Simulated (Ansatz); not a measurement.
The system is MgO.

```
CELL_PARAMETERS angstrom
0.00000 2.09700 2.09700
2.09700 0.00000 2.09700
2.09700 2.09700 0.00000
ATOMIC_POSITIONS crystal
Mg 0.00000 0.00000 0.00000
O 0.50000 0.50000 0.50000
```

The cell is a database's computed one.

Base run:

```yaml
Program: Ansatz 0.2.0
Functional: BLYP
Potentials_or_basis: all-electron LAPW, scalar-relativistic
Cutoff: 316 eV
Density_cutoff: 1265 eV
Basis_error_allowed: 0.001 eV/atom
k_mesh: 11 × 11 × 11
Occupations: fermi-dirac, width 0.05 eV
Spin: no spin polarisation
```

Its results: band gap on the k mesh 5.14 eV, direct; pressure 9.5 GPa.

Task: After a change of settings the same cell gave: band gap on the k mesh 4.95 eV, direct; pressure 10.8 GPa. Which change was it?
A. functional from BLYP to LDA
B. functional from BLYP to RPBE; occupations from fermi-dirac, width 0.05 eV to gaussian, width 0.05 eV
C. functional from BLYP to PBE
D. functional from BLYP to revPBE

Result: D.

Not every run made on this cell is shown here.
